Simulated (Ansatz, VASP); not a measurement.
**P: VASP beside Ansatz**

File INCAR:

```
SYSTEM = P
PREC = Accurate
ENCUT = 520
EDIFF = 1E-6
ISMEAR = -1
SIGMA = 0.05
LREAL = .FALSE.
LASPH = .TRUE.
NELM = 80
ALGO = Normal
ISIF = 2
LWAVE = .FALSE.
LCHARG = .TRUE.
GGA = PE
LELF = .TRUE.
LVHAR = .TRUE.
NBANDS = 12
```

Contents of KPOINTS:

```
regular mesh
0
G
  9 9 9
  0 0 0
```

Contents of POSCAR:

```
P
1.0
    1.7024017084      0.9828820846      3.0873818539
   -1.7024017084      0.9828820846      3.0873818539
    0.0000000000     -1.9657641692      3.0873818539
P
2
Direct
    0.7729197500      0.7729197500      0.7729197500
    0.2270802500      0.2270802500      0.2270802500
```

The input input.yaml:

```yaml
crystal:
  lattice:
    - [1.7024017084, 0.9828820846, 3.0873818539]
    - [-1.7024017084, 0.9828820846, 3.0873818539]
    - [0.0, -1.9657641692, 3.0873818539]
  atoms:
    - { symbol: P, position: [0.77291975, 0.77291975, 0.77291975] }
    - { symbol: P, position: [0.22708025, 0.22708025, 0.22708025] }
kpoints:
  mp_grid: { grid: [9, 9, 9] }
scf:
  occupations: { method: fermi_dirac, width: 0.05 }
hamiltonian:
  xc: pbe
  pseudopotentials: { kind: all_electron, lapw: { basis_error: 0.0005 } }
output:
  forces: true
  stress: true
  eigenvalues: true
```

Change from the starting cell: volume scaled by 0.96.

Alike in both runs: task single point; functional PBE; k mesh 9 × 9 × 9; occupations fermi-dirac, width 0.05 eV; no spin polarisation.

|  | VASP | Ansatz |
| --- | --- | --- |
| version | VASP 6.6.1 | Ansatz 0.2.0 |
| potentials or method | VASP PAW PBE potentials, release 64 (P) | all-electron LAPW, scalar-relativistic |
| plane-wave cutoff (eV) | 520 | see its input |

|  | VASP | Ansatz | Ansatz less VASP |
| --- | --- | --- | --- |
| gap on the k mesh at the Fermi level (eV) | none | none | - |
| pressure (GPa) | 5.4 | 5.8 | +0.37 |
| largest component of the traceless stress (GPa) | 1.80 | 1.96 | +0.168 |
| rms of the force components (eV/Å) | 0.254 | 0.279 | +0.0258 |

Atom by atom the forces differ by 0.026 eV/Å (rms over components). A gap of «none» marks a metal or a gap that the smearing closes. Ansatz ran all-electron here, so the differences hold the error of VASP's frozen core and of both bases.
